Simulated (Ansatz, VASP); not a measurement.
# GaSb in two plane-wave programs, part 2 of 3

Aim: how closely do two programs agree when they are given the same cell, functional and k mesh? The cell is taken from a series of VASP runs on this material, whose earlier steps may have relaxed, scaled or displaced it; both programs get it as it stands.

VASP 6.6.1 and Ansatz 0.2.0.

So far: Starting point; Ansatz: relaxation of cell and atoms, r2SCAN with rVV10.

**3. VASP: relaxation of cell and atoms, r2SCAN with rVV10**

Level of this step: r2SCAN with rVV10; plane waves and PAW (Sb, Ga_d) (VASP).

The same cell, functional, mesh and smearing now go to VASP, with its own data sets and cutoff.

Lines of VASP's logs that name or quote its potential files are left out, and so is its time.

INCAR reads:

```
SYSTEM = GaSb
PREC = Accurate
ENCUT = 450
EDIFF = 1E-06
NELM = 100
ISMEAR = 0
SIGMA = 0.03
LREAL = .FALSE.
ALGO = Normal
METAGGA = R2SCAN
LUSE_VDW = .TRUE.
IVDW_NL = 2
BPARAM = 11.95
CPARAM = 0.0093
LASPH = .TRUE.
NBANDS = 15
LORBIT = 11
LWAVE = .FALSE.
LCHARG = .FALSE.
KPAR = 8
IBRION = 2
NSW = 50
ISIF = 3
EDIFFG = -0.006
```

POSCAR reads:

```
GaSb
1.0
    0.0000000000      3.0551117643      3.0551117643
    3.0551117643      0.0000000000      3.0551117643
    3.0551117643      3.0551117643      0.0000000000
Sb Ga
1 1
Direct
    0.2500000000      0.2500000000      0.2500000000
    0.0000000000      0.0000000000      0.0000000000
```

KPOINTS reads:

```
Automatic mesh
0
Gamma
6 6 6
0 0 0
```

PAW data sets: Sb and Ga_d (PBE family, release 64).

Command:

```
$ mpirun -np 8 vasp_std
```

Numbers of over 12 decimals in the logs are rounded to 6 here.

The log of the run:

```text
[banner, memory and clock lines left out]
running    8 mpi-ranks, on    1 nodes
 distrk:  each k-point on    1 cores,    8 groups
 distr:  one band on    1 cores,    1 groups

 POSCAR found type information on POSCAR SbGa
 POSCAR found :  2 types and       2 ions
|                                                                             |
|           W    W    AA    RRRRR   N    N  II  N    N   GGGG   !!!           |
|           W    W   A  A   R    R  NN   N  II  NN   N  G    G  !!!           |
|           W    W  A    A  R    R  N N  N  II  N N  N  G       !!!           |
|           W WW W  AAAAAA  RRRRR   N  N N  II  N  N N  G  GGG   !            |
|           WW  WW  A    A  R   R   N   NN  II  N   NN  G    G                |
|           W    W  A    A  R    R  N    N  II  N    N   GGGG   !!!           |
|                                                                             |
|     For optimal performance we recommend to set                             |
|       NCORE = 2 up to number-of-cores-per-socket                            |
|     NCORE specifies how many cores store one orbital (NPAR=cpu/NCORE).      |
|     This setting can greatly improve the performance of VASP for DFT.       |
|     The default, NCORE=1 might be grossly inefficient on modern             |
|     multi-core architectures or massively parallel machines. Do your        |
|     Unfortunately you need to use the default for GW and RPA                |
|     calculations (for HF NCORE is supported but not extensively tested      |
|     yet).                                                                   |
|                                                                             |

|                                                                             |
|               ----> ADVICE to this user running VASP <----                  |
|                                                                             |
|     You have switched on vdW-DFT.                                           |
|     This routine was written and supplied by Jiri Klimes. We recommend      |
|     that you carefully read and cite the following publications:            |
|       J. Klimes, D.R. Bowler, A. Michelides                                 |
|          J. Phys.: Cond Matt. 22 022201 (2010)                              |
|       J. Klimes, D.R. Bowler, A. Michelides                                 |
|          Phys. Rev. B. 83, 195131 (2011)                                    |
|     and references therein.                                                 |
|                                                                             |

|                                                                             |
|               ----> ADVICE to this user running VASP <----                  |
|                                                                             |
|     You enforced a specific xc type in the INCAR file but a different       |
|     [... a line on the potential file left out ...]
|     I HOPE YOU KNOW WHAT YOU ARE DOING!                                     |
|                                                                             |

 LDA part: xc-table for (None), standard interpolation
 POSCAR, INCAR and KPOINTS ok, starting setup
 FFT: planning ... GRIDC
 FFT: planning ... GRID_SOFT
 FFT: planning ... GRID
 WAVECAR not read
 entering main loop
       N       E                     dE             d eps       ncg     rms          rms(c)
Total rVV10 correction in eV:      0.6011236    23.6219133
Total rVV10 correction in eV:      0.6011236    23.6219133
Total rVV10 correction in eV:      0.6011236    23.6219133
Total rVV10 correction in eV:      0.6011236    23.6219133
Total rVV10 correction in eV:      0.6011236    23.6219133
Total rVV10 correction in eV:      0.6011236    23.6219133
Total rVV10 correction in eV:      0.6011236    23.6219133
Total rVV10 correction in eV:      0.6011236    23.6219133
DAV:   1     0.497182292090E+02    0.49718E+02   -0.83211E+03   480   0.138E+03
DAV:   2    -0.325171426095E+02   -0.82235E+02   -0.79465E+02   550   0.297E+02
DAV:   3    -0.386807042854E+02   -0.61636E+01   -0.61474E+01   550   0.679E+01
DAV:   4    -0.387884132498E+02   -0.10771E+00   -0.10770E+00   620   0.102E+01
DAV:   5    -0.387908265495E+02   -0.24133E-02   -0.24133E-02   595   0.137E+00    0.296E+00
Total rVV10 correction in eV:      0.6048181    23.6219133
Total rVV10 correction in eV:      0.6048181    23.6219133
Total rVV10 correction in eV:      0.6048181    23.6219133
Total rVV10 correction in eV:      0.6048181    23.6219133
Total rVV10 correction in eV:      0.6048181    23.6219133
Total rVV10 correction in eV:      0.6048181    23.6219133
Total rVV10 correction in eV:      0.6048181    23.6219133
Total rVV10 correction in eV:      0.6048181    23.6219133
DAV:   6    -0.369592327416E+02    0.18316E+01   -0.34250E-01   571   0.917E+00    0.204E+00
Total rVV10 correction in eV:      0.6155732    23.6219133
Total rVV10 correction in eV:      0.6155732    23.6219133
Total rVV10 correction in eV:      0.6155732    23.6219133
Total rVV10 correction in eV:      0.6155732    23.6219133
Total rVV10 correction in eV:      0.6155732    23.6219133
Total rVV10 correction in eV:      0.6155732    23.6219133
Total rVV10 correction in eV:      0.6155732    23.6219133
Total rVV10 correction in eV:      0.6155732    23.6219133
DAV:   7    -0.369563504207E+02    0.28823E-02   -0.74049E-02   536   0.312E+00    0.563E-01
Total rVV10 correction in eV:      0.6192424    23.6219133
Total rVV10 correction in eV:      0.6192424    23.6219133
Total rVV10 correction in eV:      0.6192424    23.6219133
Total rVV10 correction in eV:      0.6192424    23.6219133
Total rVV10 correction in eV:      0.6192424    23.6219133
Total rVV10 correction in eV:      0.6192424    23.6219133
Total rVV10 correction in eV:      0.6192424    23.6219133
Total rVV10 correction in eV:      0.6192424    23.6219133
DAV:   8    -0.369570380857E+02   -0.68766E-03   -0.62385E-03   635   0.980E-01    0.182E-01
Total rVV10 correction in eV:      0.6193935    23.6219133
Total rVV10 correction in eV:      0.6193935    23.6219133
Total rVV10 correction in eV:      0.6193935    23.6219133
Total rVV10 correction in eV:      0.6193935    23.6219133
Total rVV10 correction in eV:      0.6193935    23.6219133
Total rVV10 correction in eV:      0.6193935    23.6219133
Total rVV10 correction in eV:      0.6193935    23.6219133
Total rVV10 correction in eV:      0.6193935    23.6219133
DAV:   9    -0.369567491918E+02    0.28889E-03   -0.51872E-03   571   0.119E+00    0.595E-02
Total rVV10 correction in eV:      0.6195231    23.6219133
Total rVV10 correction in eV:      0.6195231    23.6219133
Total rVV10 correction in eV:      0.6195231    23.6219133
Total rVV10 correction in eV:      0.6195231    23.6219133
Total rVV10 correction in eV:      0.6195231    23.6219133
Total rVV10 correction in eV:      0.6195231    23.6219133
Total rVV10 correction in eV:      0.6195231    23.6219133
Total rVV10 correction in eV:      0.6195231    23.6219133
DAV:  10    -0.369565716339E+02    0.17756E-03   -0.47953E-04   641   0.373E-01    0.237E-02
Total rVV10 correction in eV:      0.6196952    23.6219133
Total rVV10 correction in eV:      0.6196952    23.6219133
Total rVV10 correction in eV:      0.6196952    23.6219133
Total rVV10 correction in eV:      0.6196952    23.6219133
Total rVV10 correction in eV:      0.6196952    23.6219133
Total rVV10 correction in eV:      0.6196952    23.6219133
Total rVV10 correction in eV:      0.6196952    23.6219133
Total rVV10 correction in eV:      0.6196952    23.6219133
DAV:  11    -0.369565553387E+02    0.16295E-04   -0.94600E-05   599   0.162E-01    0.637E-03
Total rVV10 correction in eV:      0.6197941    23.6219133
Total rVV10 correction in eV:      0.6197941    23.6219133
Total rVV10 correction in eV:      0.6197941    23.6219133
Total rVV10 correction in eV:      0.6197941    23.6219133
Total rVV10 correction in eV:      0.6197941    23.6219133
Total rVV10 correction in eV:      0.6197941    23.6219133
Total rVV10 correction in eV:      0.6197941    23.6219133
Total rVV10 correction in eV:      0.6197941    23.6219133
DAV:  12    -0.369565546154E+02    0.72327E-06   -0.14429E-05   585   0.576E-02    0.592E-03
Total rVV10 correction in eV:      0.6198270    23.6219133
Total rVV10 correction in eV:      0.6198270    23.6219133
Total rVV10 correction in eV:      0.6198270    23.6219133
Total rVV10 correction in eV:      0.6198270    23.6219133
Total rVV10 correction in eV:      0.6198270    23.6219133
Total rVV10 correction in eV:      0.6198270    23.6219133
Total rVV10 correction in eV:      0.6198270    23.6219133
Total rVV10 correction in eV:      0.6198270    23.6219133
DAV:  13    -0.369565513418E+02    0.32736E-05   -0.62351E-06   564   0.476E-02    0.916E-04
Total rVV10 correction in eV:      0.6198260    23.6219133
Total rVV10 correction in eV:      0.6198260    23.6219133
Total rVV10 correction in eV:      0.6198260    23.6219133
Total rVV10 correction in eV:      0.6198260    23.6219133
Total rVV10 correction in eV:      0.6198260    23.6219133
Total rVV10 correction in eV:      0.6198260    23.6219133
Total rVV10 correction in eV:      0.6198260    23.6219133
Total rVV10 correction in eV:      0.6198260    23.6219133
DAV:  14    -0.369565515118E+02   -0.16996E-06   -0.33439E-07   352   0.654E-03
Total rVV10 correction in eV:      0.6198279    23.6219133
Total rVV10 correction in eV:      0.6198279    23.6219133
Total rVV10 correction in eV:      0.6198279    23.6219133
Total rVV10 correction in eV:      0.6198279    23.6219133
Total rVV10 correction in eV:      0.6198279    23.6219133
Total rVV10 correction in eV:      0.6198279    23.6219133
Total rVV10 correction in eV:      0.6198279    23.6219133
Total rVV10 correction in eV:      0.6198279    23.6219133
Total rVV10 correction in eV:      0.6198266    23.6219133
Total rVV10 correction in eV:      0.6198266    23.6219133
Total rVV10 correction in eV:      0.6198266    23.6219133
Total rVV10 correction in eV:      0.6198266    23.6219133
Total rVV10 correction in eV:      0.6198266    23.6219133
Total rVV10 correction in eV:      0.6198266    23.6219133
Total rVV10 correction in eV:      0.6198266    23.6219133
Total rVV10 correction in eV:      0.6198266    23.6219133
   1 F= -.36956552E+02 E0= -.36956552E+02  d E =-.369566E+02
 curvature:   0.00 expect dE= 0.000E+00 dE for cont linesearch  0.000E+00
 trial: gam= 0.00000 g(F)=  0.411E-42 g(S)=  0.497E-05 ort = 0.000E+00 (trialstep = 0.100E+01)
 search vector abs. value=  0.497E-05
 reached required accuracy - stopping structural energy minimisation
```

From OUTCAR (step 3):

```text
ion  position               nearest neighbor table
   1  0.250  0.250  0.250-   2 2.65   2 2.65   2 2.65   2 2.65
   2  0.000  0.000  0.000-   1 2.65   1 2.65   1 2.65   1 2.65

  LATTYP: Found a face centered cubic cell.
 ALAT       =     6.1102235286

 Subroutine GETGRP returns: Found 24 space group operations
 (whereof 24 operations were pure point group operations)

The static configuration has the point symmetry T_d .

 Found     16 irreducible k-points:

   k-points           NKPTS =     16   k-points in BZ     NKDIM =     16   number of bands    NBANDS=     15

   dimension x,y,z NGX =    30 NGY =   30 NGZ =   30
   dimension x,y,z NGXF=    60 NGYF=   60 NGZF=   60

   ENCUT  =  450.0 eV  33.07 Ry    5.75 a.u.   7.47  7.47  7.47*2*pi/ulx,y,z

   NELECT =      18.0000    total number of electrons

 k-points in reciprocal lattice and weights: Automatic mesh
   0.00000000  0.00000000  0.00000000       0.005
   0.16666667  0.00000000  0.00000000       0.037
   0.33333333  0.00000000  0.00000000       0.037
   0.50000000  0.00000000  0.00000000       0.019
   0.16666667  0.16666667  0.00000000       0.028
   0.33333333  0.16666667  0.00000000       0.111
   0.50000000  0.16666667  0.00000000       0.111
  -0.33333333  0.16666667  0.00000000       0.111
  -0.16666667  0.16666667  0.00000000       0.056
[...]
-0.33333333  0.33333333  0.16666667       0.111
  -0.33333333  0.50000000  0.16666667       0.056

 average (electrostatic) potential at core
       1 -92.7371       2 -70.5047

 E-fermi :   4.8768

 k-point     1 :       0.0000    0.0000    0.0000
  band No.  band energies     occupation
    ...
      5     -10.7243      2.00000
      6      -7.2462      2.00000
      7       4.7208      2.00000
      8       4.7209      2.00000
      9       4.7209      2.00000
     10       5.1974      0.00000
     11       7.6824      0.00000
     12       7.6825      0.00000
     13       7.6825      0.00000
     14      10.9630      0.00000
    ...

 k-point     2 :       0.1667    0.0000    0.0000
  band No.  band energies     occupation
    ...
      5     -10.7247      2.00000
      6      -6.9463      2.00000
      7       2.0109      2.00000
      8       4.2948      2.00000
      9       4.2949      2.00000
     10       6.0229      0.00000
     11       8.2560      0.00000
     12       8.2561      0.00000
     13       9.0179      0.00000
     14      12.2190      0.00000
    ...

 k-point     3 :       0.3333    0.0000    0.0000
  band No.  band energies     occupation
    ...
      5     -10.7245      2.00000
      6      -6.1442      2.00000
      7      -0.6244      2.00000
      8       3.7186      2.00000
      9       3.7186      2.00000
     10       5.5821      0.00000
     11       8.7275      0.00000
     12       8.7276      0.00000
     13      11.5825      0.00000
     14      12.2339      0.00000
    ...

  Total       -0.0082843     -0.0082843     -0.0082843      0.0000000      0.0000000      0.0000000
  in kB       -0.2327309     -0.2327309     -0.2327309      0.0000000      0.0000000      0.0000000
  external PRESSURE =      -0.2327309 kB  Pullay stress =       0.0000000 kB

  energy-cutoff  :      450.00
  volume of cell :       57.03
      direct lattice vectors                 reciprocal lattice vectors
     0.000000000  3.055111764  3.055111764    -0.163660134  0.163660134  0.163660134
     3.055111764  0.000000000  3.055111764     0.163660134 -0.163660134  0.163660134
     3.055111764  3.055111764  0.000000000     0.163660134  0.163660134 -0.163660134

 POSITION                                       TOTAL-FORCE (eV/Angst)
 -----------------------------------------------------------------------------------
      1.52756      1.52756      1.52756         0.000000      0.000000      0.000000
      0.00000      0.00000      0.00000        -0.000000     -0.000000     -0.000000
 -----------------------------------------------------------------------------------
    total drift:                               -0.000012     -0.000012     -0.000011

  FREE ENERGIE OF THE ION-ELECTRON SYSTEM (eV)
  ---------------------------------------------------
  free  energy   TOTEN  =       -36.9565515118 eV

  energy  without entropy=      -36.9565515118  energy(sigma->0) =      -36.95655151

 reached required accuracy - stopping structural energy minimisation

 total charge
# of ion       s       p       d       tot
------------------------------------------
    1        1.099   1.363   0.029   2.491
    2        0.868   0.774   9.966  11.608
--------------------------------------------------
tot          1.968   2.136   9.994  14.098

[... 3 further parts left out ...]
```

**4. Differences**

Known differences besides the potentials themselves: VASP keeps PBE cores, Ansatz makes them for the functional; both relaxations stop at a tolerance, which leaves soft axes loose, and VASP keeps its plane-wave basis; the data sets hold 28 valence electrons in Ansatz (default PAW (the set named soft_2) files) and 18 in VASP; the cutoff is 500 eV in Ansatz and 450 eV in VASP; Ansatz adds a Pulay correction to the stress that steers its cell, VASP none. Total energies have different zeros and are not compared.

The two programs side by side:

```csv
quantity,Ansatz,VASP,difference
volume (Å³),56.85,57.03,-0.32 %
"edge a after relaxation, in the typed setting (Å)",4.316,4.321,-0.11 %
```

The walks stopped with 0.00 GPa left in Ansatz and -0.02 GPa in VASP; each walk ends within a tolerance, so the volume difference is uncertain by about these residues over the bulk modulus, most in soft cells.

(Continued in part 3 of 3.)

[Lines on the potential files, build, host, timing and source positions are cut from VASP's logs without a mark.]

[Logs are printed without paths, hosts, clocks, repeated set-up lines and the standing remarks that a program may print on its own settings, such as how far it seeks lower states.]

[Hosts, paths, dates, database ids (printed as entryN), source tags and the programs' standing remarks are cut or masked in the printed files.]
